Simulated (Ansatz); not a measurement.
**Find the missing element**

Cell vectors (Å):

```
0.0000 2.7104 2.7104
2.7104 0.0000 2.7104
2.7104 2.7104 0.0000
```

| atom | a | b | c |
| --- | --- | --- | --- |
| X | 0.0000 | 0.0000 | 0.0000 |
| F | 0.2500 | 0.2500 | 0.2500 |
| F | 0.7500 | 0.7500 | 0.7500 |

Method: PBEsol, PAW on Ansatz 0.2.0's default frozen-core files (fitted under PBE), scalar-relativistic. k mesh 8×8×8, strains of ±0.003, fixed occupations.

Elastic constants of a crystal by Kohn-Sham DFT: slopes of the stress over finite engineering strains of the given cell, Voigt indices, Cartesian axes as in the cell vectors.

```
index  elastic (GPa)
   11          166.1
   12           46.4
   44           32.7
```

Task: All X atoms are one element. Which one was computed?

Result: Ca; the crystal is CaF2 (Fm-3m).

Limits of these numbers: frozen-core PAW files fitted under PBE, their cores solved anew for the functional of the run.
